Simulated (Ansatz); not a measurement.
Runs of Ansatz 0.2.0 on ZrC. It takes space group Fm-3m (No. 225, cubic). The conventional cell has a = 4.730 Å, b = 4.730 Å, c = 4.730 Å, α = 90.00°, β = 90.00°, γ = 90.00°. Zr (site symmetry m-3m) is surrounded by 6 C at 2.37 Å. C (site symmetry m-3m) is surrounded by 6 Zr at 2.37 Å. 

```tsv
task	level	spin	cell	k mesh	smearing	points for each segment of the path	mesh quality	gap on the mesh (eV)	pressure (GPa)	relaxed volume (Å³/atom)
band structure	PBE	SOC, no magnetisation	as given	7 × 7 × 7	fermi-dirac 0.05 eV	14	not flagged	none	-3.0	-
relaxation of cell and atoms	PBEsol	off	relaxed	10 × 10 × 10	fermi-dirac 0.05 eV	-	not flagged	-	0.0	12.72
single point	PBE	off	as given	10 × 10 × 10	gaussian 0.011 eV	-	not flagged	0.10	-3.0	-
relaxation of cell and atoms	PBE0	off	relaxed	5 × 5 × 5	fermi-dirac 0.05 eV	-	coarse	none	0.0	12.94
band structure	PBEsol	SOC, no magnetisation	as given	7 × 7 × 7	fermi-dirac 0.05 eV	14	not flagged	none	-8.5	-
band structure	PBE	off	as given	10 × 10 × 10	fermi-dirac 0.05 eV	14	not flagged	none	-2.9	-
relaxation of cell and atoms	LDA	off	relaxed	10 × 10 × 10	fermi-dirac 0.05 eV	-	not flagged	none	0.0	(a)
band structure	LDA	SOC, no magnetisation	as given	7 × 7 × 7	fermi-dirac 0.05 eV	14	not flagged	none	(b)	-
```

Alike in all rows: potentials or basis Ansatz PAW; cutoff (eV) 420.

Estimate the missing entries.

(a) 12.50; (b) -12.5.

Caveats: some runs use coarse meshes; the PAW data sets come from PBE, with cores solved anew for the run's functional, which leaves a small shift of forces and pressure (some runs); the plane-wave basis is chosen anew once the cell has moved, so the energies of steps on either side of that aren't comparable (some runs).

A k mesh can miss the band edges, and rows without SOC leave out spin-orbit coupling on Zr.

A gap of «none» marks a metal or a gap under the smearing width.
